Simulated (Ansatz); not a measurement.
# TaN: the cost of one run

Method: DFT PBE, scalar-relativistic, plane waves, PAW, in Ansatz 0.2.0.

### Step 1. Starting point

It takes space group Immm (No. 71, orthorhombic). Conventional cell: a = 3.984 Å, b = 4.081 Å, c = 4.106 Å, α = 90.00°, β = 90.00°, γ = 90.00°. Ta (site symmetry mmm) is surrounded by 2 N at 2.04 Å. N (site symmetry mmm) is surrounded by 2 Ta at 2.04 Å.

Structure file:

```xyz
2
Lattice="-1.9919 2.0404 2.0531 1.9919 -2.0404 2.0531 1.9919 2.0404 -2.0531" Properties=species:S:1:pos:R:3 pbc="T T T"
Ta    0.0000    0.0000    0.0000
N     0.0000    2.0404    0.0000
```

The cell is invented: random cell by space group and Wyckoff sites (Immm, No. 71). Lengths come from tabulated atomic sizes and are only a guess.

### Step 2. Probe: one point on a coarse mesh

input.yaml

```yaml
crystal:
  lattice:
    - [-1.99188275, 2.04035094, 2.05310321]
    - [1.99188275, -2.04035094, 2.05310321]
    - [1.99188275, 2.04035094, -2.05310321]
  atoms:
    - { symbol: Ta, position: [0.0, 0.0, 0.0] }
    - { symbol: "N", position: [0.5, 0.0, 0.5] }
basis:
  ecutwfc: 420
kpoints:
  mp_grid: { grid: [6, 6, 6] }
hamiltonian:
  xc: pbe
scf:
  occupations: { method: gaussian, width: 0.1 }
  lower_state_search: "off"
output:
  forces: true
  stress: true
  eigenvalues: true
```

On the command line:

```sh
> ansatz run input.yaml --threads 1 --pin off --max-ram 2560MiB --backend cpu --events-out ev --progress --plain --runs-dir out
```

What time and memory should one allow on 1 thread of Arm Neoverse V1, shared host?

About 1.3 s, with a peak of 0.28 GiB.
